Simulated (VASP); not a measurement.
Input of a VASP 6.6.1 run:

INCAR

```
SYSTEM = BaS
  PREC = Accurate
  ENCUT = 520
  EDIFF = 1E-7
  ISMEAR = -1
  SIGMA = 0.02
  LREAL = .False.
  LASPH = .True.
  NELM = 100
  ALGO = Normal
  ISIF = 2
  LWAVE = .False.
  LCHARG = .False.
  GGA = PE
  NBANDS = 24
```

The input KPOINTS:

```
Automatic mesh
0
Gamma
  6 6 4
  0 0 0
```

The input POSCAR:

```
BaS
1.0
    5.3844481182      0.0000000000      0.0000000000
   -2.6922240591      4.6630688557      0.0000000000
    0.0000000000      0.0000000000      6.4831664385
Ba S
2 2
Direct
    0.3333333333      0.6666666667      0.2500000000
    0.6666666667      0.3333333333      0.7500000000
    0.6666666667      0.3333333333      0.2500000000
    0.3333333333      0.6666666667      0.7500000000
```

Potentials or basis: VASP PAW PBE potentials, release 64 (Ba_sv, S).

Run with:

```sh
$ cat potpaw_PBE.64/Ba_sv/POTCAR potpaw_PBE.64/S/POTCAR > POTCAR
$ mpirun -np 1 vasp_std > vasp.out
```

Q: What does it give for the pressure?

A: -0.1 GPa.

Q: Predict the band gap on the k mesh.

A: 2.51 eV, indirect (least direct gap 2.62 eV).

Stress tensor (GPa, compression positive):
```
 0.16  0.00  0.00
 0.00  0.16  0.00
 0.00  0.00 -0.71
```

Caveat: spin-orbit coupling is left out, which moves the levels of the heavy elements. A k mesh can miss the band edges.
